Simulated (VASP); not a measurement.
Ge:

```xyz
16
Lattice="0.0000 5.6578 5.6578 5.6578 0.0000 5.6578 5.6578 5.6578 0.0000" Properties=species:S:1:pos:R:3 pbc="T T T"
Ge    0.0000    0.0000    0.0000
Ge    2.8289    2.8289    0.0000
Ge    2.8289    0.0000    2.8289
Ge    5.6578    2.8289    2.8289
Ge    0.0000    2.8289    2.8289
Ge    2.8289    5.6578    2.8289
Ge    2.8289    2.8289    5.6578
Ge    5.6578    5.6578    5.6578
Ge    1.4145    1.4145    1.4145
Ge    4.2434    4.2434    1.4145
Ge    4.2434    1.4145    4.2434
Ge    7.0723    4.2434    4.2434
Ge    1.4145    4.2434    4.2434
Ge    4.2434    7.0723    4.2434
Ge    4.2434    4.2434    7.0723
Ge    7.0723    7.0723    7.0723
```

```yaml
Program: VASP 6.6.1
Task: phonon dispersion
Functional: PBEsol
Potentials_or_basis: VASP PAW PBE potentials, release 64 (Ge_d)
Cutoff: 520 eV
k_mesh: 3 × 3 × 3
Occupations: gaussian, width 0.03 eV
Spin: no spin polarisation
Long-range_dipole_term: no
Supercell_matrix: "[2, 0, 0, 0, 2, 0, 0, 0, 2]"
Further_INCAR_settings: LREAL = Auto; ALGO = Normal; EDIFF = 1e-07; IBRION = 6; POTIM = 0.015; NSW = 1
```

Task: Is this structure dynamically stable at this level, and how far does the spectrum reach?

Result: Probably: the only imaginary values, down to 8i cm⁻¹ near q = (0.07, 0.00, 0.07), are small enough to come from the interpolation. The highest frequency is 280 cm⁻¹.

Phonon frequencies at the corners of the path (cm⁻¹, interpolated; i marks imaginary ones):
| point | frequencies |
| --- | --- |
| Γ | 0 0 0 212 212 212 |
| X | 74 74 233 233 265 265 |
| W | 111 111 219 219 274 274 |
| K | 76 124 213 227 273 275 |
| L | 57 57 209 232 280 280 |
| U | 76 124 213 227 273 275 |

A q mesh this small can miss soft modes between its points.
